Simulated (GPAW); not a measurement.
BN in GPAW: the effect of functional

Crystal: BN.

```
CELL_PARAMETERS angstrom
2.50804 0.00000 0.00000
-1.24671 2.17623 0.00000
-0.63067 -1.08812 3.02254
ATOMIC_POSITIONS crystal
N 0.66851 0.33238 0.98500
B 0.97964 0.98350 0.00181
```

The cell comes from a database or a generator and needn't be the stable form of this composition.

Alike in all runs:

- Program: GPAW 26.7.0
- Task: dielectric tensor
- Cutoff: 650 eV
- Basis: pw
- k mesh: 10 × 10 × 7
- Occupations: fermi-dirac, width 0.001 eV
- Spin: no spin polarisation

| functional | potentials or basis | dielectric constant (mean) |
| --- | --- | --- |
| LDA | the program's PAW data sets (release 1.2.1) made for this functional | ? |
| AM05 | PAW data sets generated in the run's folder for this functional | 4.38 |
| GLLB-SC | the program's PAW data sets (release 1.2.1) made for this functional | 3.70 |

**Question.** What does the run with functional LDA give?

**Answer.** Dielectric constant 4.47 mean.

Caveats: the long-wavelength limit can be off by a per cent or two; a model potential gives levels but no total energy (some runs); response on these states lacks terms of the Hamiltonian (some runs).
